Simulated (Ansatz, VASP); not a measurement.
## TiS2: VASP beside Ansatz

File INCAR:

```
PREC     = Accurate       # precision mode
ENCUT    = 520            # plane-wave cutoff, eV
EDIFF    = 1E-7           # SCF threshold, eV
ISMEAR   = -1             # smearing method
SIGMA    = 0.05           # smearing width, eV
LREAL    = False          # projectors in reciprocal space
LASPH    = True           # aspherical terms in the spheres
NELM     = 60             # most SCF steps
ALGO     = Normal         # electronic algorithm
ISIF     = 2              # what is computed and relaxed
LWAVE    = False          # write WAVECAR
LCHARG   = False          # write CHGCAR
GGA      = PE             # functional
NBANDS   = 19             # bands
```

KPOINTS

```
regular mesh
0
Gamma
  9 9 5
```

The input POSCAR:

```
TiS2
1.0
    3.3423478029      0.0000000000      0.0000000000
   -1.6711739015      2.8945581056      0.0000000000
    0.0000000000      0.0000000000      5.5787428891
Ti S
1 2
Direct
    0.0000000000      0.0000000000      0.0000000000
    0.6666666667      0.3333333333      0.7500000000
    0.3333333333      0.6666666667      0.2500000000
```

The input input.yaml:

```yaml
crystal:
  lattice:
    - [3.3423478029, 0.0, 0.0]
    - [-1.6711739015, 2.8945581056, 0.0]
    - [0.0, 0.0, 5.5787428891]
  atoms:
    - { symbol: Ti, position: [0.0, 0.0, 0.0] }
    - { symbol: S, position: [0.6666666667, 0.3333333333, 0.75] }
    - { symbol: S, position: [0.3333333333, 0.6666666667, 0.25] }
hamiltonian:
  xc: pbe
  pseudopotentials: { kind: paw }
kpoints:
  mp_grid: { grid: [9, 9, 5] }
scf:
  occupations: { method: fermi_dirac, width: 0.05 }
output:
  forces: true
  stress: true
  eigenvalues: true
```

Change from the starting cell: volume scaled by 0.94.

Alike in both runs: task single point; functional PBE; k mesh 9 × 9 × 5; occupations fermi-dirac, width 0.05 eV; no spin polarisation.

|  | VASP | Ansatz |
| --- | --- | --- |
| version | VASP 6.6.1 | Ansatz 0.2.0 |
| potentials or method | VASP PAW PBE potentials, release 64 (Ti_sv, S) | Ansatz PAW |
| plane-wave cutoff (eV) | 520 | 420 |
| valence electrons in the cell | 24 | 24 |

VASP gave:

```
gap on the k mesh at the Fermi level (eV)       : none
pressure (GPa)                                  : 7.1
largest component of the traceless stress (GPa) : 0.74
rms of the force components (eV/Å)              : 0.287
```

Which values does Ansatz return?

gap on the k mesh at the Fermi level (eV): none; pressure (GPa): 7.2; largest component of the traceless stress (GPa): 0.67; rms of the force components (eV/Å): 0.285.

Atom by atom the forces differ by 0.002 eV/Å (rms over components). A gap of «none» marks a metal or a gap that the smearing closes.
